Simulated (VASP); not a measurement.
Input of a VASP 6.6.1 run:

File INCAR:

```
PREC = Accurate ; ENCUT = 520
EDIFF = 1E-6 ; ISMEAR = -1
SIGMA = 0.05 ; LREAL = F
LASPH = T ; NELM = 60
ALGO = Normal ; ISIF = 2
LWAVE = F ; LCHARG = F
GGA = PE
```

The input KPOINTS:

```
Automatic mesh
0
Gamma
  9 9 9
```

Contents of POSCAR:

```
SrO
1.0
    0.0000000000      2.5663000000      2.5663000000
    2.5663000000      0.0000000000      2.5663000000
    2.5663000000      2.5663000000      0.0000000000
Sr O
1 1
Direct
    0.5000000000      0.5000000000      0.5000000000
    0.0000000000      0.0000000000      0.0000000000
```

File KPOINTS_OPT:

```
path GXWKGLUWLK,UX
20
line-mode
reciprocal
 0.0000000000  0.0000000000  0.0000000000  G
 0.5000000000  0.0000000000  0.5000000000  X

 0.5000000000  0.0000000000  0.5000000000  X
 0.5000000000  0.2500000000  0.7500000000  W

 0.5000000000  0.2500000000  0.7500000000  W
 0.3750000000  0.3750000000  0.7500000000  K

 0.3750000000  0.3750000000  0.7500000000  K
 0.0000000000  0.0000000000  0.0000000000  G

 0.0000000000  0.0000000000  0.0000000000  G
 0.5000000000  0.5000000000  0.5000000000  L

 0.5000000000  0.5000000000  0.5000000000  L
 0.6250000000  0.2500000000  0.6250000000  U

 0.6250000000  0.2500000000  0.6250000000  U
 0.5000000000  0.2500000000  0.7500000000  W

 0.5000000000  0.2500000000  0.7500000000  W
 0.5000000000  0.5000000000  0.5000000000  L

 0.5000000000  0.5000000000  0.5000000000  L
 0.3750000000  0.3750000000  0.7500000000  K

 0.6250000000  0.2500000000  0.6250000000  U
 0.5000000000  0.0000000000  0.5000000000  X
```

Potentials or basis: VASP PAW PBE potentials, release 64 (Sr_sv, O).

Run with:

```bash
$ cat potpaw_PBE.64/Sr_sv/POTCAR potpaw_PBE.64/O/POTCAR > POTCAR
$ mpirun -np 1 vasp_std > vasp.out
```

Predict the pressure.

3.9 GPa.

What does it give for the band gap on the k mesh?

3.32 eV, indirect (least direct gap 3.41 eV).

What does it give for the band gap along the path?

3.26 eV, indirect (least direct gap 3.35 eV).

Levels at the corners of the path, in eV from the valence-band top:
| point | band 4 | band 5 | band 6 | band 7 | band 8 | band 9 | band 10 | band 11 | band 12 |
| --- | --- | --- | --- | --- | --- | --- | --- | --- | --- |
| Γ | -14.00 | -14.00 | 0.00 | 0.00 | 0.00 | 4.02 | 6.22 | 6.22 | 6.22 |
| X | -14.37 | -14.37 | -0.42 | -0.08 | -0.08 | 3.26 | 7.85 | 10.21 | 10.43 |
| X | -14.37 | -14.37 | -0.42 | -0.08 | -0.08 | 3.26 | 7.85 | 10.21 | 10.43 |
| W | -14.68 | -13.42 | -1.13 | -0.43 | -0.43 | 6.04 | 6.04 | 8.66 | 11.15 |
| W | -14.68 | -13.42 | -1.13 | -0.43 | -0.43 | 6.04 | 6.04 | 8.66 | 11.15 |
| K | -14.27 | -13.60 | -0.96 | -0.58 | -0.47 | 4.79 | 7.94 | 8.78 | 10.19 |
| K | -14.27 | -13.60 | -0.96 | -0.58 | -0.47 | 4.79 | 7.94 | 8.78 | 10.19 |
| Γ | -14.00 | -14.00 | 0.00 | 0.00 | 0.00 | 4.02 | 6.22 | 6.22 | 6.22 |
| Γ | -14.00 | -14.00 | 0.00 | 0.00 | 0.00 | 4.02 | 6.22 | 6.22 | 6.22 |
| L | -14.08 | -12.81 | -2.18 | -1.15 | -1.15 | 6.58 | 8.50 | 8.88 | 8.88 |
| L | -14.08 | -12.81 | -2.18 | -1.15 | -1.15 | 6.58 | 8.50 | 8.88 | 8.88 |
| U | -14.27 | -13.60 | -0.96 | -0.58 | -0.47 | 4.79 | 7.94 | 8.78 | 10.19 |
| U | -14.27 | -13.60 | -0.96 | -0.58 | -0.47 | 4.79 | 7.94 | 8.78 | 10.19 |
| W | -14.68 | -13.42 | -1.13 | -0.43 | -0.43 | 6.04 | 6.04 | 8.66 | 11.15 |
| W | -14.68 | -13.42 | -1.13 | -0.43 | -0.43 | 6.04 | 6.04 | 8.66 | 11.16 |
| L | -14.08 | -12.81 | -2.18 | -1.15 | -1.15 | 6.58 | 8.50 | 8.88 | 8.88 |
| L | -14.08 | -12.81 | -2.18 | -1.15 | -1.15 | 6.58 | 8.50 | 8.88 | 8.88 |
| K | -14.27 | -13.60 | -0.96 | -0.58 | -0.47 | 4.79 | 7.94 | 8.78 | 10.19 |
| U | -14.27 | -13.60 | -0.96 | -0.58 | -0.47 | 4.79 | 7.94 | 8.78 | 10.19 |
| X | -14.37 | -14.37 | -0.42 | -0.08 | -0.08 | 3.26 | 7.85 | 10.21 | 10.43 |
